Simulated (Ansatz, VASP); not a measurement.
# CdS (Greenockite) in VASP and in Ansatz

```
Cd S
1.0
     4.15000    0.00000    0.00000
    -2.07500    3.59401    0.00000
     0.00000    0.00000    6.73700
Cd S
2 2
Direct
  0.66667 0.33333 0.50000
  0.33333 0.66667 0.00000
  0.66667 0.33333 0.87500
  0.33333 0.66667 0.37500
```

Alike in both runs: task Born charges and dielectric tensor; functional PBE; k mesh 7 × 7 × 4; no spin polarisation.

|  | VASP | Ansatz |
| --- | --- | --- |
| version | VASP 6.6.1 | Ansatz 0.2.0 |
| potentials or method | VASP PAW PBE potentials, release 64 (Cd, S) | Ansatz PAW |
| plane-wave cutoff (eV) | 520 | 420 |
| occupations | fermi-dirac, width 0.05 eV | fixed |
| valence electrons in the cell | 36 | 52 |

VASP gave:

- gap on the k mesh at the Fermi level (eV): 1.20
- least direct gap on the mesh (eV): 1.20
- mean electronic dielectric constant: 6.42
- mean Born charge of the atom that differs most (e): 2.20

Problem. Which values does Ansatz return?

Solution. gap on the k mesh at the Fermi level (eV): 1.20; least direct gap on the mesh (eV): 1.20; mean electronic dielectric constant: 6.03; mean Born charge of the atom that differs most (e): 2.16.

The two sets of potentials don't hold the same shells in valence.

Caveats: odd divisions of the mesh miss points on the zone boundary, where band edges often lie, so the gap on the mesh can be too wide (Ansatz). Expect the measured gap to be larger: semilocal functionals such as PBE lack the derivative discontinuity.
